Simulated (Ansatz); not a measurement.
Here is an Ansatz 0.2.0 calculation.

Contents of input.yaml:

```yaml
crystal:
  lattice:
    - [0.0, 3.2333428, 3.2333428]
    - [3.2333428, 0.0, 3.2333428]
    - [3.2333428, 3.2333428, 0.0]
  atoms:
    - { symbol: Sn, position: [0.75, 0.75, 0.75] }
    - { symbol: Sn, position: [0.5, 0.5, 0.5] }
kpoints:
  mp_grid: { grid: [7, 7, 7] }
scf:
  occupations: { method: gaussian, width: 0.02 }
hamiltonian:
  xc: pbe
  pseudopotentials: { kind: all_electron, lapw: { basis_error: 0.001 } }
output:
  forces: true
  stress: true
  eigenvalues: true
```

Potentials or basis: all-electron LAPW, scalar-relativistic.

Launch:

```bash
$ ansatz run input.yaml --threads 1 --pin off --max-ram 3072MiB --backend cpu --events-out ev --progress --plain --runs-dir out
```

(1) Estimate the pressure.

(2) Predict the band gap on the k mesh.

Results:

(1) 3.8 GPa.

(2) none (metal or under the smearing width).
